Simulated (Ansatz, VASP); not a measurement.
Given: the input of a run of Ansatz 0.2.0 on BaZrO3.

input.yaml

```yaml
crystal:
  lattice:
    - [4.2735440071, 0.0, 0.0]
    - [0.0, 4.2735440071, 0.0]
    - [0.0, 0.0, 4.2735440071]
  atoms:
    - { symbol: Ba, position: [0.0, 0.0, 0.0] }
    - { symbol: Zr, position: [0.5, 0.5, 0.5] }
    - { symbol: O, position: [0.5, 0.5, 0.0] }
    - { symbol: O, position: [0.5, 0.0, 0.5] }
    - { symbol: O, position: [0.0, 0.5, 0.5] }
hamiltonian:
  xc: pbe
  pseudopotentials: { kind: paw }
kpoints:
  mp_grid: { grid: [6, 6, 6] }
scf:
  occupations: { method: fermi_dirac, width: 0.05 }
output:
  forces: true
  stress: true
  eigenvalues: true
```

Potentials or basis: Ansatz PAW.

The run is started by

```sh
$ ansatz run input.yaml --threads 1 --pin off --max-ram 3584MiB --backend cpu --events-out ev --progress --plain --runs-dir out
```

Task: Translate it to VASP 6.6.1. Potentials there: VASP PAW PBE potentials, release 64 (Ba_sv, Zr_sv, O).

Result: As run (the cutoff follows the program's own potentials):

The input INCAR:

```
SYSTEM = BaZrO3
PREC = Accurate
ENCUT = 520
EDIFF = 1E-7
ISMEAR = -1
SIGMA = 0.05
LREAL = .False.
LASPH = .True.
NELM = 100
ALGO = Normal
ISIF = 2
LWAVE = .False.
LCHARG = .False.
GGA = PE
NBANDS = 28
```

The input KPOINTS:

```
Automatic mesh
0
Gamma
  6 6 6
  0 0 0
```

File POSCAR:

```
BaZrO3
1.0
    4.2735440071      0.0000000000      0.0000000000
    0.0000000000      4.2735440071      0.0000000000
    0.0000000000      0.0000000000      4.2735440071
Ba Zr O
1 1 3
Direct
    0.0000000000      0.0000000000      0.0000000000
    0.5000000000      0.5000000000      0.5000000000
    0.5000000000      0.5000000000      0.0000000000
    0.5000000000      0.0000000000      0.5000000000
    0.0000000000      0.5000000000      0.5000000000
```

Potentials or basis: VASP PAW PBE potentials, release 64 (Ba_sv, Zr_sv, O).

Run with:

```console
$ cat potpaw_PBE.64/Ba_sv/POTCAR potpaw_PBE.64/Zr_sv/POTCAR potpaw_PBE.64/O/POTCAR > POTCAR
$ mpirun -np 1 vasp_std > vasp.out
```

Both were run:

|  | VASP | Ansatz | Ansatz less VASP |
| --- | --- | --- | --- |
| gap on the k mesh at the Fermi level (eV) | 3.06 | 3.10 | +0.044 |
| least direct gap on the mesh (eV) | 3.34 | 3.36 | +0.019 |
| pressure (GPa) | -3.7 | -4.5 | -0.81 |

With one functional, cell and mesh, what is left measures potentials, basis and numerics.

Caveats: spin-orbit coupling is left out, which moves the levels of the heavy elements; the pressure holds a Pulay correction of +0.5 GPa for the finite cutoff (Ansatz). A k mesh can miss the band edges. A hybrid or GW would open this gap; PBE tends to underestimate it.
